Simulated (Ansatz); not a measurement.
Space group P4/nmm:1 (No. 129). a = 3.809 Å, b = 3.809 Å, c = 4.931 Å, α = 90.00°, β = 90.00°, γ = 90.00°
```
atom site symmetry x y z
  Sn    2c       4mm  0.5000  0.0000  0.2326
   O    2a      -4m2  0.0000  0.0000  0.0000
```

Equation of state of this SnO structure (not necessarily the ground state), with shape and atoms relaxed at each volume where symmetry leaves them free. Computed with DFT r2SCAN, scalar-relativistic, plane waves, PAW (Ansatz).

Plane waves to 500 eV, a k mesh through Γ of 10×10×8 on the computed 4-atom cell and Gaussian smearing (0.01 eV); no spin polarisation.

```
V (Å³/atom) E − E(largest V) (meV/atom) P (GPa) gap on mesh (eV)
     16.809                         2.73     1.99              0.00
     17.346                        -2.03     0.89              0.13
     17.882                        -3.45    -0.02              0.36
     18.419                        -2.49    -0.62              0.58
     18.955                         0.00    -0.91              0.82
```

Task: Fit a third-order Birch–Murnaghan equation to E(V).

Result: V0 = 17.90 Å³/atom, B0 = 23 GPa, B0' = 11.7. B0' is unusual or poorly fixed by this range.

Cost: 5 runs of about 12 core-minutes in all, on Intel Xeon Platinum 8175M (Skylake/Cascade Lake) (shared hosts).